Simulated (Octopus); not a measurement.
**GaN under changes of volume**

One of the cells (11.444 Å³/atom); the others are scaled copies at fixed shape and fractional positions:

```
CELL_PARAMETERS angstrom
0.00000 2.25350 2.25350
2.25350 0.00000 2.25350
2.25350 2.25350 0.00000
ATOMIC_POSITIONS crystal
Ga 0.00000 0.00000 0.00000
N 0.25000 0.25000 0.25000
```

The cell is a database's computed one.

- Program: Octopus 16.4
- Functional: PBE
- Potentials or basis: pseudodojo_pbe (PseudoDojo 0.5, PBE)
- Grid spacing: 0.133 Å
- k mesh: 10 × 10 × 10
- Occupations: fermi-dirac, width 0.05 eV
- Spin: no spin polarisation

```tsv
volume (Å³/atom)	energy over the lowest point (meV/atom)	gap on the mesh (eV)
10.757	47.35	2.16
10.986	?	?
11.215	12.42	1.89
11.444	4.26	1.76
11.673	0.49	1.63
11.902	0.00	1.50
12.131	3.66	1.38
```

What does the run at 10.986 Å³/atom give?

Energy over the lowest point 26.82 meV/atom; gap on the mesh 2.02 eV.

Worked out: A Birch-Murnaghan fit of order 3 (a polynomial in V^(-2/3)) to the other rows has its minimum at 11.78 Å³/atom with B0 = V·E''(V) = 126 GPa (rough, since the energies scatter). It gives 26.64 meV/atom at 10.986 Å³/atom, against the run's 26.82. A straight line through the other rows of the gap, of slope -6.5 eV per unit of ln V (its deformation potential), gives 2.02 eV, against the run's 2.02.

Energies are extrapolated to zero smearing.

Spin-orbit coupling on Ga is left out.
